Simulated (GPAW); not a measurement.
# CdSe (Fm-3m) in GPAW: equation of state

Aim: energy against volume of CdSe in PBE, for its equilibrium volume and stiffness.

All numbers are computed with GPAW 26.7.0; they aren't measurements. Logs are shortened: lines on timing, memory, paths and dates and some standing lists are left out, and cuts for length are marked. The log counts tension as positive stress, the text compression.

## Step 1: The structure

It takes space group Fm-3m (No. 225, cubic). The conventional cell has a = 5.748 Å, b = 5.748 Å, c = 5.748 Å, α = 90.00°, β = 90.00°, γ = 90.00°. Cd (site symmetry m-3m) is surrounded by 6 Se at 2.87 Å. Around Se (site symmetry m-3m) lie 6 Cd at 2.87 Å.

Measurements of this composition are mostly on another form, of space group No. 186.

## Step 2: Equation of state, PBE

Input file run.py:

```python
from ase.eos import EquationOfState
from ase.io import Trajectory, read
from ase.units import GPa
from gpaw import GPAW, PW

atoms = read('CdSe.xyz')

traj = Trajectory('eos.traj', 'w')
volumes, energies = [], []
for x in [0.94, 0.96, 0.98, 1.0, 1.02, 1.04, 1.06]:
    a = atoms.copy()
    a.set_cell(atoms.cell * x**(1 / 3), scale_atoms=True)
    calc = GPAW(mode=PW(600),
                xc='PBE',
                kpts={'size': (8, 8, 8), 'gamma': True},
                occupations={'name': 'fermi-dirac', 'width': 0.05},
                nbands=18,
                convergence={'density': 1e-05, 'energy': 1e-05},
                maxiter=150,
                txt=f'eos-{x:.2f}.txt')
    a.calc = calc
    energies.append(a.get_potential_energy(force_consistent=True))
    volumes.append(a.get_volume())
    p = -a.get_stress()[:3].mean() / GPa
    calc.write(f'eos-{x:.2f}.gpw')
    traj.write(a)
    print(f'{x:.2f} {volumes[-1]:10.4f} A^3 {energies[-1]:14.6f} eV {p:9.3f} GPa', flush=True)

v0, e0, B = EquationOfState(volumes, energies, eos='birchmurnaghan').fit()
print(f'V0 = {v0:.4f} A^3, E0 = {e0:.6f} eV, B0 = {B / GPa:.2f} GPa')
```

Input file CdSe.xyz:

```xyz
2
Lattice="0.0000000000 2.8739580000 2.8739580000 2.8739580000 0.0000000000 2.8739580000 2.8739580000 2.8739580000 0.0000000000" Properties=species:S:1:pos:R:3 pbc="T T T"
Cd     0.0000000000      0.0000000000      0.0000000000
Se     2.8739580000      2.8739580000      2.8739580000
```

Potentials or basis: GPAW PAW data sets (gpaw-data 1.2.1), pw.

Command:

```
OMP_NUM_THREADS=1 python run.py
```

What it wrote:

```text
__  _  _
 | _ |_)|_||  |
 |__||  | ||/\| - 26.7.0

Input parameters:
  mode=PW(ecut=600.0),
  convergence={'density': 1e-05, 'energy': 1e-05},
  kpts=MonkhorstPack(size=(8, 8, 8), gamma=True),
  maxiter=150,
  nbands=18,
  occupations=Occupations(name='fermi-dirac', width=0.05),
  xc=XC(name='PBE')

Diagonalizing LCAO Hamiltonian
Converting LCAO to pw mode

                Se

       Cd

Atoms  # Å, Bohr magnetons
|   | symbol |        x |        y |        z |    initial magnetic moments |
|---|--------|----------|----------|----------|-----------------------------|
| 0 |     Cd | 0.000000 | 0.000000 | 0.000000 | ( 0.0000,  0.0000,  0.0000) |
| 1 |     Se | 2.815289 | 2.815289 | 2.815289 | ( 0.0000,  0.0000,  0.0000) |

Unit cell  # Å
| periodic |        x |        y |        z |  lengths |    angles |
|----------|----------|----------|----------|----------|-----------|
|      yes | 0.000000 | 2.815289 | 2.815289 | 3.981420 | 60.000000 |
|      yes | 2.815289 | 0.000000 | 2.815289 | 3.981420 | 60.000000 |
|      yes | 2.815289 | 2.815289 | 0.000000 | 3.981420 | 60.000000 |

Number of symmetries: 48
Symmetry operations  # r_c * U_cc + t_c -> r_c
|    | kind |            matrix            |
|----|------|------------------------------|
|  0 |  σ   |  1, 0, 0,  1, 0,-1,  1,-1, 0 |
|  1 |  C2  |  1, 0, 0,  1,-1, 0,  1, 0,-1 |
|  2 |  E   |  1, 0, 0,  0, 1, 0,  0, 0, 1 |
|  3 |  σ   |  1, 0, 0,  0, 0, 1,  0, 1, 0 |
|  4 |  C4  |  1, 0,-1,  1, 0, 0,  1,-1, 0 |
|  5 |  S6  |  1, 0,-1,  1,-1, 0,  1, 0, 0 |
|  6 |  σ   |  1, 0,-1,  0, 1,-1,  0, 0,-1 |
|  7 |  C3  |  1, 0,-1,  0, 0,-1,  0, 1,-1 |
|  8 |  S6  |  1,-1, 0,  1, 0, 0,  1, 0,-1 |
|  9 |  C4  |  1,-1, 0,  1, 0,-1,  1, 0, 0 |
| 10 |  C3  |  1,-1, 0,  0,-1, 1,  0,-1, 0 |
| 11 |  σ   |  1,-1, 0,  0,-1, 0,  0,-1, 1 |
| 12 |  σ   |  0, 1, 0,  1, 0, 0,  0, 0, 1 |
| 13 |  C4  |  0, 1, 0,  0, 1,-1, -1, 1, 0 |
| 14 |  C3  |  0, 1, 0,  0, 0, 1,  1, 0, 0 |
| 15 |  S6  |  0, 1, 0, -1, 1, 0,  0, 1,-1 |
| 16 |  C2  |  0, 1,-1,  1, 0,-1,  0, 0,-1 |
| 17 |  σ   |  0, 1,-1,  0, 1, 0, -1, 1, 0 |
| 18 |  S4  |  0, 1,-1,  0, 0,-1,  1, 0,-1 |
| 19 |  C4  |  0, 1,-1, -1, 1, 0,  0, 1, 0 |
| 20 |  C3  |  0, 0, 1,  1, 0, 0,  0, 1, 0 |
| 21 |  σ   |  0, 0, 1,  0, 1, 0,  1, 0, 0 |
| 22 |  S6  |  0, 0, 1,  0,-1, 1, -1, 0, 1 |
| 23 |  C4  |  0, 0, 1, -1, 0, 1,  0,-1, 1 |
| 24 |  S4  |  0, 0,-1,  1, 0,-1,  0, 1,-1 |
| 25 |  C3  |  0, 0,-1,  0, 1,-1,  1, 0,-1 |
| 26 |  C2  |  0, 0,-1,  0,-1, 0, -1, 0, 0 |
| 27 |  S6  |  0, 0,-1, -1, 0, 0,  0,-1, 0 |
| 28 |  S4  |  0,-1, 1,  1,-1, 0,  0,-1, 0 |
| 29 |  C4  |  0,-1, 1,  0, 0, 1, -1, 0, 1 |
| 30 |  C2  |  0,-1, 1,  0,-1, 0,  1,-1, 0 |
| 31 |  σ   |  0,-1, 1, -1, 0, 1,  0, 0, 1 |
| 32 |  C3  |  0,-1, 0,  1,-1, 0,  0,-1, 1 |
| 33 |  S6  |  0,-1, 0,  0, 0,-1, -1, 0, 0 |
| 34 |  S4  |  0,-1, 0,  0,-1, 1,  1,-1, 0 |
| 35 |  C2  |  0,-1, 0, -1, 0, 0,  0, 0,-1 |
| 36 |  C2  | -1, 1, 0,  0, 1, 0,  0, 1,-1 |
| 37 |  S6  | -1, 1, 0,  0, 1,-1,  0, 1, 0 |
| 38 |  S4  | -1, 1, 0, -1, 0, 1, -1, 0, 0 |
| 39 |  C3  | -1, 1, 0, -1, 0, 0, -1, 0, 1 |
| 40 |  S6  | -1, 0, 1,  0, 0, 1,  0,-1, 1 |
| 41 |  C2  | -1, 0, 1,  0,-1, 1,  0, 0, 1 |
| 42 |  C3  | -1, 0, 1, -1, 1, 0, -1, 0, 0 |
| 43 |  S4  | -1, 0, 1, -1, 0, 0, -1, 1, 0 |
| 44 |  C2  | -1, 0, 0,  0, 0,-1,  0,-1, 0 |
| 45 |  i   | -1, 0, 0,  0,-1, 0,  0, 0,-1 |
| 46 |  σ   | -1, 0, 0, -1, 1, 0, -1, 0, 1 |
| 47 |  C2  | -1, 0, 0, -1, 0, 1, -1, 1, 0 |

BZ-sampling:
  Number of BZ points: 512
  Number of IBZ points: 29

  Monkhorst-Pack size: [8, 8, 8]
  Monkhorst-Pack shift: [0.0625, 0.0625, 0.0625]

K-points  # in reciprocal-cell coordinates
|     |                                coordinates |     weight |
|-----|--------------------------------------------|------------|
|   0 | (  0.00000000,   0.00000000,   0.00000000) | 0.00195312 |
|   1 | (  0.12500000,   0.12500000,   0.00000000) | 0.01171875 |
|   2 | (  0.12500000,   0.12500000,   0.12500000) | 0.01562500 |
|   3 | (  0.25000000,   0.12500000,   0.12500000) | 0.02343750 |
|   4 | (  0.25000000,   0.25000000,   0.00000000) | 0.01171875 |
|   5 | (  0.25000000,   0.25000000,   0.12500000) | 0.04687500 |
|   6 | (  0.25000000,   0.25000000,   0.25000000) | 0.01562500 |
|   7 | (  0.37500000,   0.25000000,  -0.37500000) | 0.04687500 |
|   8 | (  0.37500000,   0.25000000,   0.12500000) | 0.04687500 |
|   9 | (  0.37500000,   0.25000000,   0.25000000) | 0.04687500 |
| ... |                                            |            |
|  28 | (  0.50000000,   0.50000000,   0.50000000) | 0.00781250 |

Plane wave coefficients: 1524
Cutoff: 600.0 eV

Spin-components: 1 (collinear spins)
Bands:           18
Projectors:      11
Spin-degeneracy: 2
Datatype:        complex128

Density:
  Valence electrons: 18.0
  Components: 1
  Grid points: [24 24 24]
  Charge: 0.0  # |e|

Potential:
  Grid points: [24 24 24]

species:
  Cd:
    name:    Cadmium
    Z:       48.0
    valence: 12
    core:    36
    charge:  0.0  # [|e|]
    compensation charges:
      type: gauss
      rc: 0.38  # [Å]
      lmax: 2
    cutoffs:
      filter: 2.12  # [Å]
      core: 2.62  # [Å]
    projectors
    | kind |    occ | energy [eV] | rcut [Å] |
    |------|--------|-------------|----------|
    |   5s |  2.000 |      -5.655 |    1.191 |
    |   5p |  0.000 |      -1.186 |    1.228 |
    |   4d | 10.000 |     -11.739 |    1.164 |
    |    s |        |      21.556 |    1.191 |
    |    p |        |      26.026 |    1.228 |
    |    d |        |      15.473 |    1.164 |

    Using partial waves for Cd as LCAO basis

  Se:
    name:    Selenium
    Z:       34.0
    valence: 6
    core:    28
    charge:  0.0  # [|e|]
    compensation charges:
      type: gauss
      rc: 0.27  # [Å]
      lmax: 2
    cutoffs:
      filter: 1.77  # [Å]
      core: 2.67  # [Å]
    projectors
    | kind |    occ | energy [eV] | rcut [Å] |
    |------|--------|-------------|----------|
    |   4s |  2.000 |     -17.277 |    0.847 |
    |   4p |  4.000 |      -6.512 |    1.005 |
    |    s |        |       9.935 |    0.847 |
    |    p |        |      20.699 |    1.005 |
    |    d |        |       0.000 |    0.847 |

    Using partial waves for Se as LCAO basis

Reference energy: -218276.650467  # eV

eigensolver:
  PPCG
  Converge bands: occupied
  niter=2

density mixing:
  MSR1-Mixer
  Pratt-step length: 0.05
  Maximum mixing coefficient: 0.75
  Old densities: 10
  SVD Regularization: 0.005
  Good broyden scale: 1.0
  Trust region scale: 1.0
  Backstep threshold: 4.0
  History deletion threshold: 6.0
  Fourier metric: weight=20.0, sigma=0.015

occupation numbers:
  Fermi-Dirac:
    width: 0.0500  # eV

poisson solver:
  ecut: 4800.0  # eV

xc functional:
[... 9 lines left out ...]
|iter     | |      energy | eigst |  dens |
|---------|-|-------------|-------|-------|
|iter:   1| |   -5.757773 | -0.66 |       |
|iter:   2| |   -5.672654 | -2.62 | -1.17 |
|iter:   3| |   -5.366305 | -1.61 | -1.21 |
|iter:   4| |   -5.364700 | -3.58 | -1.83 |
|iter:   5| |   -5.364429 | -3.99 | -2.31 |
|iter:   6| |   -5.364462 | -5.67 | -3.01 |
|iter:   7| |   -5.364465c| -6.81 | -3.60 |
|iter:   8| |   -5.364465c| -7.85c| -4.86 |
|iter:   9| |   -5.364465c| -8.56c| -5.39c|

Converged in 9 steps
Energy contributions relative to reference atoms: (reference = -218276.650467)

Energy contributions:
  Kinetic:          21.703221
  Coulomb:         -18.885839
  Zero:              0.028939
  External:          0.000000
  Xc:               -8.209614
  Entropy:          -0.002345
  Spinorbit:         0.000000
  ----------------------------
  Free energy:      -5.365638
  Extrapolated:     -5.364465

dipole moment: (-18.438703, -18.438703, -18.438703)  # |e|*Ang

Fermi level: 6.328
Eigenvalues  # (at kpt = [0.000, 0.000, 0.000])
| band index |      eig [eV] | occ [0-2] |
|------------|---------------|-----------|
|          0 |        -7.054 |     2.000 |
|          1 |        -1.782 |     2.000 |
|          2 |        -1.782 |     2.000 |
|          3 |        -1.763 |     2.000 |
|          4 |        -1.763 |     2.000 |
|          5 |        -1.763 |     2.000 |
[... 10 lines left out ...]
|         16 |        16.280 |     0.000 |
|         17 |        18.217 |     0.000 |

No gap
No difference between direct/indirect transitions

Stress tensor  # eV/Ang^3
|         x |         y |         z |
|-----------|-----------|-----------|
| -0.022737 |  0.000000 |  0.000000 |
|  0.000000 | -0.022737 | -0.000000 |
|  0.000000 | -0.000000 | -0.022737 |

# Writing to eos-0.94.gpw (mode='')
```

Wall time 83 s (1 thread of Arm Neoverse V2, shared host); peak memory 0.29 GiB.

What came out:

```yaml
Equilibrium_volume: 23.54 Å³/atom
Bulk_modulus: 60 GPa
Pressure_derivative_of_the_bulk_modulus: 4.8
```

Energy against volume, from the lowest point:
| volume (Å³/atom) | energy (meV/atom) |
| --- | --- |
| 22.314 | 12.88 |
| 22.788 | 4.41 |
| 23.263 | 0.28 |
| 23.738 | 0.00 |
| 24.213 | 3.13 |
| 24.687 | 9.31 |
| 25.162 | 18.22 |
